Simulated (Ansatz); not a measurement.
Crystal: PbO.

```
Pb O
1.0
     5.87600    0.00000    0.00000
     0.00000    5.47600    0.00000
     0.00000    0.00000    4.74300
Pb O
4 4
Direct
  0.76900 0.51400 0.25000
  0.23100 0.48600 0.75000
  0.76900 0.98600 0.75000
  0.23100 0.01400 0.25000
  0.13200 0.58200 0.25000
  0.86800 0.41800 0.75000
  0.13200 0.91800 0.75000
  0.86800 0.08200 0.25000
```

- Program: Ansatz 0.2.0
- Task: single point
- Functional: PBE
- Potentials or basis: all-electron LAPW, scalar-relativistic
- Cutoff: 373 eV (chosen from the basis error)
- Basis error allowed: 0.001 eV/atom
- k mesh: 5 × 5 × 6
- Occupations: fermi-dirac, width 0.05 eV
- Spin: no spin polarisation

On this cell: pressure 2.3 GPa; largest force 0.934 eV/Å; band gap on the k mesh 1.97 eV, indirect (least direct gap 2.15 eV).

The same run follows on a disturbed copy (atoms moved at random, drawn with an rms of 0.05 Å):

```
CELL_PARAMETERS angstrom
5.87600 0.00000 0.00000
0.00000 5.47600 0.00000
0.00000 0.00000 4.74300
ATOMIC_POSITIONS crystal
Pb 0.77213 0.51030 0.24500
Pb 0.23724 0.48641 0.73958
Pb 0.77844 0.98223 0.75373
Pb 0.23308 0.01103 0.25676
O 0.12919 0.58469 0.25384
O 0.87060 0.42504 0.74715
O 0.13797 0.92163 0.74828
O 0.86623 0.07426 0.23699
```

Task: What changes?

Result: The energy moves by +5.9 meV/atom; pressure 2.9 GPa; largest force 1.212 eV/Å; band gap on the k mesh 1.94 eV, indirect (least direct gap 2.10 eV).

Forces on the atoms (eV/Å):
```
Pb  -0.684 -0.870  0.024
Pb   0.063  0.842  0.138
Pb  -0.789  0.844 -0.062
Pb   0.239 -0.777 -0.157
O    1.179  0.269 -0.083
O   -0.557 -0.410 -0.021
O    1.027 -0.330 -0.045
O   -0.479  0.434  0.205
```

Stress tensor (GPa, compression positive):
```
 7.31  0.11 -0.23
 0.11 -1.26 -0.08
-0.23 -0.08  2.60
```

Caveats: spin-orbit coupling is left out, which as a rule narrows the gap of such compounds by several tenths of an eV; an odd mesh through Γ misses points on the zone boundary, where band edges often lie; the cell's inner coordinates are idealised or old, which leaves forces on the atoms.
